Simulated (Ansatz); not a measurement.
# Ca (diamond type): how the settings move a single-point run

Aim: see which settings change the result for Ca (diamond type), by how much, and at what cost.

Computed with Ansatz 0.2.0 (reference: DFT, PBEsol, all-electron LAPW, scalar-relativistic, unless a step's input says otherwise).

1 further run of the same task is left out (it didn't finish).

## (1) The starting structure

The structure is cubic, space group Fd-3m (No. 227). Conventional cell: a = 7.296 Å, b = 7.296 Å, c = 7.296 Å, α = 90.00°, β = 90.00°, γ = 90.00°. Around Ca (site symmetry -43m) lie 4 Ca at 3.16 Å.

Structure file:

```
CELL_PARAMETERS angstrom
0.00000 3.64806 3.64806
3.64806 0.00000 3.64806
3.64806 3.64806 0.00000
ATOMIC_POSITIONS crystal
Ca 0.87500 0.87500 0.87500
Ca 0.12500 0.12500 0.12500
```

## (2) Baseline

File input.yaml:

```yaml
crystal:
  lattice:
    - [0.0, 3.6480648762, 3.6480648762]
    - [3.6480648762, 0.0, 3.6480648762]
    - [3.6480648762, 3.6480648762, 0.0]
  atoms:
    - { symbol: Ca, position: [-0.125, -0.125, -0.125] }
    - { symbol: Ca, position: [0.125, 0.125, 0.125] }
kpoints:
  mp_grid: { grid: [9, 9, 9] }
scf:
  occupations: { method: fermi_dirac, width: 0.05 }
hamiltonian:
  xc: pbesol
  pseudopotentials: { kind: all_electron, lapw: { basis_error: 0.001 } }
output:
  forces: true
  stress: true
  eigenvalues: true
  populations: true
```

Run with:

```console
ansatz run input.yaml --threads 1 --pin off --max-ram 2048MiB --backend cpu --events-out ev --progress --plain --runs-dir out
```

## (3) Changed: xc pbe

input.yaml: that of step 2 with these lines changed.

```diff
@@ -13,3 +13,3 @@
 hamiltonian:
-  xc: pbesol
+  xc: pbe
   pseudopotentials: { kind: all_electron, lapw: { basis_error: 0.001 } }
```

**Question.** What will these runs give? Wanted: for each run, ending; energy change; pressure; gap; force.

The runs gave:

| run | ending | energy change | pressure (GPa) | gap (eV) | force (eV/Å) | cycles | time |
| --- | --- | --- | --- | --- | --- | --- | --- |
| reference | converged | - | 2.4 | 0.00 | 0.00 | 7 | 5.9 s |
| 1: xc pbe | converged | not comparable | 2.9 | 0.00 | 0.00 | 7 | 6.2 s |

Residual by cycle in the longest SCF loop of each run; runs are numbered as in the table. The quantity is the density residual dr2, in eV.

| cycle | reference | run 1 |
| --- | --- | --- |
| 1 | 0.00989 | 0.0107 |
| 2 | 0.0146 | 0.0174 |
| 3 | 0.0101 | 0.0124 |
| 4 | 5.1e-4 | 5.9e-4 |
| 5 | 1.9e-5 | 2.6e-5 |
| 6 | 1.2e-6 | 1.6e-6 |
| 7 | 7.1e-8 | 5.9e-8 |

**Reading.** A change of functional puts the total energy on another scale; the pressure goes from 2.4 to 2.9 GPa.
